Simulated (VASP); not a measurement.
**InAs in VASP: relaxing the cell with several functionals**

Cell and atoms of InAs (rocksalt) are relaxed with PBEsol and LDA. The results are then set beside those of Ansatz 0.2.0 from the same starts. This is a trial cell built on a prototype, not taken from a measured structure, and it needn't be the compound's ground state.

Code: VASP 6.6.1. PAW datasets, plane waves, zero pressure. Values at 0 K without nuclear motion; spin polarisation is off, and the phase may be a hypothetical one.

## 1. The cell

The cell comes from an earlier relaxation with PBE in another program.

It is cubic, Fm-3m (No. 225); conventional cell a = 5.753 Å, 23.81 Å³ an atom. Around In lie 6 As at 2.88 Å; around As lie 6 In at 2.88 Å.

Structure file:

```cif
data_structure
_symmetry_space_group_name_H-M 'Fm-3m'
_symmetry_Int_Tables_number 225
_cell_length_a 5.7535
_cell_length_b 5.7535
_cell_length_c 5.7535
_cell_angle_alpha 90.000
_cell_angle_beta 90.000
_cell_angle_gamma 90.000
_cell_volume 190.45
loop_
_atom_site_label
_atom_site_type_symbol
_atom_site_symmetry_multiplicity
_atom_site_Wyckoff_symbol
_atom_site_fract_x
_atom_site_fract_y
_atom_site_fract_z
_atom_site_occupancy
In1 In 4 a 0.00000 0.00000 0.00000 1
As1 As 4 b 0.50000 0.00000 0.00000 1
```

## 2. PBEsol: cell and atoms

Input file INCAR:

```
ENCUT = 600.000000
SIGMA = 0.020000
EDIFF = 1.00e-07
EDIFFG = -5.00e-03
GGA = PS
PREC = Accurate
IBRION = 2
ISIF = 3
ISMEAR = -1
NBANDS = 16
NELM = 120
NSW = 40
LASPH = .TRUE.
LCHARG = .FALSE.
LWAVE = .FALSE.
LREAL = .FALSE.
```

Input file KPOINTS:

```
KPOINTS created by Atomic Simulation Environment
0
Gamma
8 8 8
0 0 0
```

Input file POSCAR:

```
In As
 1.0000000000000000
    -0.0000000000000000    2.8767311147595351    2.8767311147595351
     2.8767311147595351    0.0000000000000000    2.8767311147595351
     2.8767311147595351    2.8767311147595351    0.0000000000000000
 In  As
   1   1
Cartesian
  0.0000000000000000 -0.0000000000000000 -0.0000000000000000
  2.8767311147595351  2.8767311147595351  2.8767311147595351
```

Potentials: the recommended PBE PAW datasets, 18 valence electrons in the neutral cell.

Run with:

```console
> mpirun -np 1 vasp_std
```

The first run moved the cell so far that it was started again from its end, on a fresh basis. The second run's POSCAR:

```
In As
 1.0000000000000000
     0.0000000000000000    2.8296393287391814    2.8296393287391814
     2.8296393287391814    0.0000000000000000    2.8296393287391814
     2.8296393287391814    2.8296393287391814    0.0000000000000000
 In  As
   1   1
Cartesian
  0.0000000000000000  0.0000000000000000  0.0000000000000000
  2.8296393287391810  2.8296393287391810  2.8296393287391814
```

The files below are the second run's.

Standard output, without the iteration lines:

```text
POSCAR found type information on POSCAR InAs
 POSCAR found :  2 types and       2 ions
 -----------------------------------------------------------------------------
|                                                                             |
|                                                                             |
|     You enforced a specific xc type in the INCAR file but a different       |
|     I HOPE YOU KNOW WHAT YOU ARE DOING!                                     |
|                                                                             |
 -----------------------------------------------------------------------------

 LDA part: xc-table for (Slater+PW92), standard interpolation
 POSCAR, INCAR and KPOINTS ok, starting setup
 FFT: planning ... GRIDC
 FFT: planning ... GRID_SOFT
 FFT: planning ... GRID
 WAVECAR not read
 WARNING: random wavefunctions but no delay for mixing, default for NELMDL
 entering main loop
 curvature:   0.00 expect dE= 0.000E+00 dE for cont linesearch  0.000E+00
 search vector abs. value=  0.817E-08
 reached required accuracy - stopping structural energy minimisation
```

OSZICAR:

```text
N       E                     dE             d eps       ncg     rms          rms(c)
DAV:   1     0.112266038460E+03    0.11227E+03   -0.90988E+03   928   0.144E+03
DAV:   2    -0.138712295439E+01   -0.11365E+03   -0.10893E+03  1040   0.316E+02
DAV:   3    -0.825444407766E+01   -0.68673E+01   -0.67329E+01  1200   0.726E+01
DAV:   4    -0.840612930546E+01   -0.15169E+00   -0.15164E+00  1120   0.110E+01
DAV:   5    -0.841126480062E+01   -0.51355E-02   -0.51354E-02  1376   0.181E+00    0.384E+00
DAV:   6    -0.821736112295E+01    0.19390E+00   -0.33985E-01  1288   0.111E+01    0.206E+00
DAV:   7    -0.821046485644E+01    0.68963E-02   -0.33662E-02  1312   0.176E+00    0.767E-01
DAV:   8    -0.820864258469E+01    0.18223E-02   -0.17577E-03  1064   0.419E-01    0.124E-01
DAV:   9    -0.820859792730E+01    0.44657E-04   -0.14104E-04  1392   0.996E-02    0.701E-02
DAV:  10    -0.820859770528E+01    0.22202E-06   -0.62428E-06  1240   0.292E-02    0.210E-02
DAV:  11    -0.820859823131E+01   -0.52604E-06   -0.76065E-07  1192   0.709E-03    0.305E-03
DAV:  12    -0.820859795665E+01    0.27467E-06   -0.84423E-08   848   0.372E-03    0.112E-03
DAV:  13    -0.820859790268E+01    0.53967E-07   -0.16370E-08   664   0.175E-03
   1 F= -.82085979E+01 E0= -.82080585E+01  d E =-.820860E+01
```

OUTCAR, selected sections:

```text
k-points           NKPTS =     29   k-points in BZ     NKDIM =     29   number of bands    NBANDS=     16

   NELECT =      18.0000    total number of electrons

   dimension x,y,z NGX =    32 NGY =   32 NGZ =   32
   dimension x,y,z NGXF=    64 NGYF=   64 NGZF=   64

  energy-cutoff  :      600.00
  volume of cell :       45.31
      direct lattice vectors                 reciprocal lattice vectors
     0.000000000  2.829639329  2.829639329    -0.176700965  0.176700965  0.176700965
     2.829639329  0.000000000  2.829639329     0.176700965 -0.176700965  0.176700965
     2.829639329  2.829639329  0.000000000     0.176700965  0.176700965 -0.176700965

 k-points in reciprocal lattice and weights: KPOINTS created by Atomic Simulation Env
   0.00000000  0.00000000  0.00000000       0.002
   0.12500000  0.00000000  0.00000000       0.016
   0.25000000  0.00000000  0.00000000       0.016
   0.37500000  0.00000000  0.00000000       0.016
   0.50000000  0.00000000  0.00000000       0.008
   0.12500000  0.12500000  0.00000000       0.012
   0.25000000  0.12500000  0.00000000       0.047
   0.37500000  0.12500000  0.00000000       0.047
[... 21 more k-points ...]

 E-fermi :   6.3375

 k-point     1 :       0.0000    0.0000    0.0000
  band No.  band energies     occupation
      1      -7.9258      2.00000
      2      -7.9258      2.00000
      3      -7.9008      2.00000
      4      -7.9008      2.00000
      5      -7.9008      2.00000
      6      -6.1299      2.00000
      7       5.9789      2.00000
      8       6.1074      1.99998
      9       6.1074      1.99998
     10       6.1074      1.99998
     11      13.5325      0.00000
     12      13.5325      0.00000
     13      13.5325      0.00000
     14      14.0508      0.00000
     15      14.0508      0.00000
     16      14.0508      0.00000

 k-point     2 :       0.1250    0.0000    0.0000
  band No.  band energies     occupation
      1      -7.9335      2.00000
      2      -7.9335      2.00000
      3      -7.9015      2.00000
      4      -7.8925      2.00000
      5      -7.8925      2.00000
      6      -5.9499      2.00000
      7       3.9943      2.00000
      8       6.1383      1.99991
      9       6.1383      1.99991
     10       7.7804      0.00000
     11      12.3550      0.00000
     12      12.7184      0.00000
     13      12.7184      0.00000
     14      13.9508      0.00000
     15      14.1016      0.00000
     16      14.1016      0.00000

 k-point     3 :       0.2500    0.0000    0.0000
  band No.  band energies     occupation
      1      -7.9554      2.00000
      2      -7.9554      2.00000
      3      -7.9047      2.00000
      4      -7.8690      2.00000
      5      -7.8690      2.00000
      6      -5.4357      2.00000
      7       1.9755      2.00000
      8       6.2476      1.97798
      9       6.2476      1.97798
     10       8.6153      0.00000
     11      11.1859      0.00000
     12      11.1859      0.00000
     13      11.5392      0.00000
     14      14.1324      0.00000
     15      15.1574      0.00000
     16      15.1574      0.00000

 k-point     4 :       0.3750    0.0000    0.0000
  band No.  band energies     occupation
      1      -7.9779      2.00000
      2      -7.9779      2.00000
      3      -7.9094      2.00000
      4      -7.8445      2.00000
      5      -7.8445      2.00000
      6      -4.7230      2.00000
      7       0.2958      2.00000
      8       6.4282      0.02131
      9       6.4282      0.02131
     10       8.5558      0.00000
     11      10.0403      0.00000
     12      10.0403      0.00000
     13      11.1681      0.00000
     14      15.6231      0.00000
     15      16.8079      0.00000
     16      16.8079      0.00000

[... the tables of k-points 5 to 29 left out ...]

  Total       -0.0003340     -0.0003340     -0.0003340     -0.0000000     -0.0000000      0.0000000
  in kB       -0.0118106     -0.0118106     -0.0118106     -0.0000000     -0.0000000      0.0000000
  external PRESSURE =      -0.0118106 kB  Pullay stress =       0.0000000 kB

 POSITION                                       TOTAL-FORCE (eV/Angst)
 -----------------------------------------------------------------------------------
      0.00000      0.00000      0.00000        -0.000000      0.000000      0.000000
      2.82964      2.82964      2.82964         0.000000     -0.000000     -0.000000
 -----------------------------------------------------------------------------------
    total drift:                                0.000000     -0.000000     -0.000000

  FREE ENERGIE OF THE ION-ELECTRON SYSTEM (eV)
  ---------------------------------------------------
  free  energy   TOTEN  =        -8.2085979027 eV

  energy  without entropy=       -8.2075191911  energy(sigma->0) =       -8.20805855
```

CONTCAR

```
In As
   1.00000000000000
     0.0000000000000000    2.8296393287391814    2.8296393287391814
     2.8296393287391814    0.0000000000000000    2.8296393287391814
     2.8296393287391814    2.8296393287391814    0.0000000000000000
  In              As
     1     1
Direct
     0.0000000000000000    0.0000000000000000    0.0000000000000000
     0.5000000000000000    0.5000000000000000    0.5000000000000000

  0.00000000E+00  0.00000000E+00  0.00000000E+00
  0.00000000E+00  0.00000000E+00  0.00000000E+00
```

Hardware: 1 MPI rank of Intel Xeon 6975P-C, shared host.

```
                       before   after   change
                a (Å)   5.753   5.659  -1.64 %
     volume (Å³/atom)  23.807  22.657  -4.83 %
shortest distance (Å)   2.877   2.830  -1.64 %
          space group   Fm-3m   Fm-3m     same
```

## 3. Relaxation with LDA

Changes to INCAR since step 2:

```diff
@@ -4,3 +4,3 @@
 EDIFFG = -5.00e-03
-GGA = PS
+GGA = CA
 PREC = Accurate
```

KPOINTS is that of step 2.

POSCAR is that of step 2.

Potentials: the recommended LDA PAW datasets, 18 valence electrons in the neutral cell.

Run with:

```console
> mpirun -np 1 vasp_std
```

The first run moved the cell so far that it was started again from its end, on a fresh basis. The second run's POSCAR:

```
In As
 1.0000000000000000
     0.0000000000000000    2.8046783944519307    2.8046783944519307
     2.8046783944519307    0.0000000000000000    2.8046783944519307
     2.8046783944519307    2.8046783944519307   -0.0000000000000000
 In  As
   1   1
Cartesian
  0.0000000000000000  0.0000000000000000  0.0000000000000000
  2.8046783944519307  2.8046783944519307  2.8046783944519307
```

The files below are the second run's.

Printed to the terminal (iteration lines stand in OSZICAR):

```text
POSCAR found type information on POSCAR InAs
 POSCAR found :  2 types and       2 ions
 LDA part: xc-table for (Slater(with rela. corr.)+CA(PZ))
 , standard interpolation
 POSCAR, INCAR and KPOINTS ok, starting setup
 FFT: planning ... GRIDC
 FFT: planning ... GRID_SOFT
 FFT: planning ... GRID
 WAVECAR not read
 WARNING: random wavefunctions but no delay for mixing, default for NELMDL
 entering main loop
 curvature:   0.00 expect dE= 0.000E+00 dE for cont linesearch  0.000E+00
 search vector abs. value=  0.781E-07
 reached required accuracy - stopping structural energy minimisation
```

OSZICAR:

```text
N       E                     dE             d eps       ncg     rms          rms(c)
DAV:   1     0.120295612598E+03    0.12030E+03   -0.92843E+03   936   0.147E+03
DAV:   2    -0.919235057147E+00   -0.12121E+03   -0.11653E+03  1048   0.335E+02
DAV:   3    -0.875971117967E+01   -0.78405E+01   -0.77412E+01  1152   0.781E+01
DAV:   4    -0.895126559854E+01   -0.19155E+00   -0.19143E+00  1152   0.124E+01
DAV:   5    -0.896078329953E+01   -0.95177E-02   -0.95175E-02  1296   0.256E+00    0.425E+00
DAV:   6    -0.877043907111E+01    0.19034E+00   -0.32011E-01  1368   0.104E+01    0.230E+00
DAV:   7    -0.876094696980E+01    0.94921E-02   -0.30422E-02  1280   0.152E+00    0.845E-01
DAV:   8    -0.875811524902E+01    0.28317E-02   -0.15672E-03  1160   0.410E-01    0.121E-01
DAV:   9    -0.875798354380E+01    0.13171E-03   -0.11148E-04  1240   0.850E-02    0.808E-02
DAV:  10    -0.875798508020E+01   -0.15364E-05   -0.72206E-06  1416   0.357E-02    0.194E-02
DAV:  11    -0.875798510906E+01   -0.28859E-07   -0.48776E-07  1176   0.520E-03
   1 F= -.87579851E+01 E0= -.87575849E+01  d E =-.875799E+01
```

OUTCAR, selected sections:

```text
k-points           NKPTS =     29   k-points in BZ     NKDIM =     29   number of bands    NBANDS=     16

   NELECT =      18.0000    total number of electrons

   dimension x,y,z NGX =    32 NGY =   32 NGZ =   32
   dimension x,y,z NGXF=    64 NGYF=   64 NGZF=   64

  energy-cutoff  :      600.00
  volume of cell :       44.12
      direct lattice vectors                 reciprocal lattice vectors
     0.000000000  2.804678394  2.804678394    -0.178273559  0.178273559  0.178273559
     2.804678394  0.000000000  2.804678394     0.178273559 -0.178273559  0.178273559
     2.804678394  2.804678394  0.000000000     0.178273559  0.178273559 -0.178273559

 k-points in reciprocal lattice and weights: KPOINTS created by Atomic Simulation Env
   0.00000000  0.00000000  0.00000000       0.002
   0.12500000  0.00000000  0.00000000       0.016
   0.25000000  0.00000000  0.00000000       0.016
   0.37500000  0.00000000  0.00000000       0.016
   0.50000000  0.00000000  0.00000000       0.008
   0.12500000  0.12500000  0.00000000       0.012
   0.25000000  0.12500000  0.00000000       0.047
   0.37500000  0.12500000  0.00000000       0.047
[... 21 more k-points ...]

 E-fermi :   6.6469

 k-point     1 :       0.0000    0.0000    0.0000
  band No.  band energies     occupation
      1      -7.6786      2.00000
      2      -7.6786      2.00000
      3      -7.6503      2.00000
      4      -7.6503      2.00000
      5      -7.6503      2.00000
      6      -6.0241      2.00000
      7       6.3690      2.00000
      8       6.3850      2.00000
      9       6.3850      2.00000
     10       6.3850      2.00000
     11      13.9514      0.00000
     12      13.9514      0.00000
     13      13.9514      0.00000
     14      14.4179      0.00000
     15      14.4179      0.00000
     16      14.4179      0.00000

 k-point     2 :       0.1250    0.0000    0.0000
  band No.  band energies     occupation
      1      -7.6871      2.00000
      2      -7.6871      2.00000
      3      -7.6511      2.00000
      4      -7.6412      2.00000
      5      -7.6412      2.00000
      6      -5.8384      2.00000
      7       4.2781      2.00000
      8       6.4205      1.99998
      9       6.4205      1.99998
     10       8.1544      0.00000
     11      12.7303      0.00000
     12      13.0856      0.00000
     13      13.0856      0.00000
     14      14.3475      0.00000
     15      14.5216      0.00000
     16      14.5216      0.00000

 k-point     3 :       0.2500    0.0000    0.0000
  band No.  band energies     occupation
      1      -7.7112      2.00000
      2      -7.7112      2.00000
      3      -7.6552      2.00000
      4      -7.6156      2.00000
      5      -7.6156      2.00000
      6      -5.3066      2.00000
      7       2.2059      2.00000
      8       6.5428      1.98905
      9       6.5428      1.98905
     10       8.9903      0.00000
     11      11.5247      0.00000
     12      11.5247      0.00000
     13      11.9262      0.00000
     14      14.5502      0.00000
     15      15.5897      0.00000
     16      15.5897      0.00000

 k-point     4 :       0.3750    0.0000    0.0000
  band No.  band energies     occupation
      1      -7.7361      2.00000
      2      -7.7361      2.00000
      3      -7.6609      2.00000
      4      -7.5889      2.00000
      5      -7.5889      2.00000
      6      -4.5643      2.00000
      7       0.4746      2.00000
      8       6.7412      0.01769
      9       6.7412      0.01769
     10       8.9017      0.00000
     11      10.3506      0.00000
     12      10.3506      0.00000
     13      11.5825      0.00000
     14      16.0800      0.00000
     15      17.2529      0.00000
     16      17.2529      0.00000

[... the tables of k-points 5 to 29 left out ...]

  Total       -0.0010383     -0.0010383     -0.0010383      0.0000000     -0.0000000      0.0000000
  in kB       -0.0377019     -0.0377019     -0.0377019      0.0000000     -0.0000000      0.0000000
  external PRESSURE =      -0.0377019 kB  Pullay stress =       0.0000000 kB

 POSITION                                       TOTAL-FORCE (eV/Angst)
 -----------------------------------------------------------------------------------
      0.00000      0.00000      0.00000         0.000000      0.000000      0.000000
      2.80468      2.80468      2.80468         0.000000     -0.000000     -0.000000
 -----------------------------------------------------------------------------------
    total drift:                                0.000000     -0.000000     -0.000000

  FREE ENERGIE OF THE ION-ELECTRON SYSTEM (eV)
  ---------------------------------------------------
  free  energy   TOTEN  =        -8.7579851091 eV

  energy  without entropy=       -8.7571845992  energy(sigma->0) =       -8.75758485
```

CONTCAR

```
In As
   1.00000000000000
     0.0000000000000000    2.8046783944519307    2.8046783944519307
     2.8046783944519307    0.0000000000000000    2.8046783944519307
     2.8046783944519307    2.8046783944519307    0.0000000000000000
  In              As
     1     1
Direct
     0.0000000000000000    0.0000000000000000    0.0000000000000000
     0.5000000000000000    0.5000000000000000    0.5000000000000000

  0.00000000E+00  0.00000000E+00  0.00000000E+00
  0.00000000E+00  0.00000000E+00  0.00000000E+00
```

Hardware: 1 MPI rank of Intel Xeon 6975P-C, shared host.

|  | before | after | change |
| --- | --- | --- | --- |
| a (Å) | 5.753 | 5.609 | -2.50 % |
| volume (Å³/atom) | 23.807 | 22.062 | -7.33 % |
| shortest distance (Å) | 2.877 | 2.805 | -2.50 % |
| space group | Fm-3m | Fm-3m | same |

## 4. The relaxed cells

| level | a (Å) | volume (Å³/atom) | space group | Ansatz: volume (Å³/atom) |
| --- | --- | --- | --- | --- |
| PBEsol | 5.659 | 22.657 | Fm-3m | 22.610 |
| LDA | 5.609 | 22.062 | Fm-3m | 21.990 |

What this shows: The PBEsol run changed the volume by -4.8 % from its own start of 23.81 Å³/atom. The volume spreads over 2.7 %, from LDA to PBEsol. The two programs differ by at most 0.33 % in volume, much less than the spread of the functionals. Each program uses its own PAW datasets and cutoff. VASP's cell holds 18 valence electrons and Ansatz's 28. LDA means the Perdew–Zunger form in VASP and the Perdew–Wang form in Ansatz.
